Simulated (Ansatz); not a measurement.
# TiTe: the cost of one run

Computed with Ansatz 0.2.0 (DFT PBE+U (U = 8 eV, J = 0.5 eV on Ti d), plane waves, PAW, unless a step's input says otherwise).

## Step 1: The starting structure

The structure is cubic, space group Fm-3m (No. 225). Conventional cell: a = 6.100 Å, b = 6.100 Å, c = 6.100 Å, α = 90.00°, β = 90.00°, γ = 90.00°. Ti (site symmetry m-3m) has 6 Te at 3.05 Å in its first shell of neighbours. Te (site symmetry m-3m) has 6 Ti at 3.05 Å in its first shell of neighbours.

Structure file:

```
Ti Te
1.0
     0.00000    3.05007    3.05007
     3.05007    0.00000    3.05007
     3.05007    3.05007    0.00000
Ti Te
1 1
Direct
  0.50000 0.50000 0.50000
  0.00000 0.00000 0.00000
```

Magnetic order typed: ferromagnetic.

An earlier series on this cell reached its lowest free state from «from atoms, default search», perhaps among other starts.

## Step 2: Random orbitals: single harmonics, second filling

The input, input.yaml:

```yaml
crystal:
  lattice:
    - [0.0, 3.05006681, 3.05006681]
    - [3.05006681, 0.0, 3.05006681]
    - [3.05006681, 3.05006681, 0.0]
  atoms:
    - { symbol: Ti, position: [0.5, 0.5, 0.5], spin: 0.3 }
    - { symbol: Te, position: [0.0, 0.0, 0.0] }
basis:
  ecutwfc: 420
  ecutrho_ratio: 4
kpoints:
  mp_grid: { grid: [5, 5, 5] }
hamiltonian:
  xc: pbe
  hubbard:
    sites:
      - { site: 0, l: d, u: 8.0, j: 0.5, starting_ns: [{ spin: up, occupation_matrix: s0up }, { spin: down, occupation_matrix: s0down }] }
    occupation_matrices:
      s0up:
        matrix:
          - [0.02, 0.0, 0.0, 0.0, 0.0]
          - [0.0, 0.02, 0.0, 0.0, 0.0]
          - [0.0, 0.0, 0.97, 0.0, 0.0]
          - [0.0, 0.0, 0.0, 0.02, 0.0]
          - [0.0, 0.0, 0.0, 0.0, 0.02]
      s0down:
        matrix:
          - [0.02, 0.0, 0.0, 0.0, 0.0]
          - [0.0, 0.97, 0.0, 0.0, 0.0]
          - [0.0, 0.0, 0.02, 0.0, 0.0]
          - [0.0, 0.0, 0.0, 0.02, 0.0]
          - [0.0, 0.0, 0.0, 0.0, 0.02]
    ns_hold: { iters: 12 }
scf:
  occupations: { method: gaussian, width: 0.05 }
  lower_state_search: "off"
  max_iter: 150
output:
  forces: true
  stress: true
  eigenvalues: true
  populations: true
  hubbard: { sites: [{ site: 0, l: d }] }
magnetization:
  spin_polarized: true
```

The typed matrices put 0.97 on the chosen orbitals and 0.02 on the others, and are held for 12 cycles.

Launch:

```console
$ ansatz run input.yaml --threads 2 --pin off --max-ram 3072MiB --backend cpu --events-out ev --progress --plain --runs-dir out
```

What time and memory should one allow on 2 threads of AMD EPYC 9R45 (Zen 5), shared host?

About 2.1 s, with a peak of 0.46 GiB.
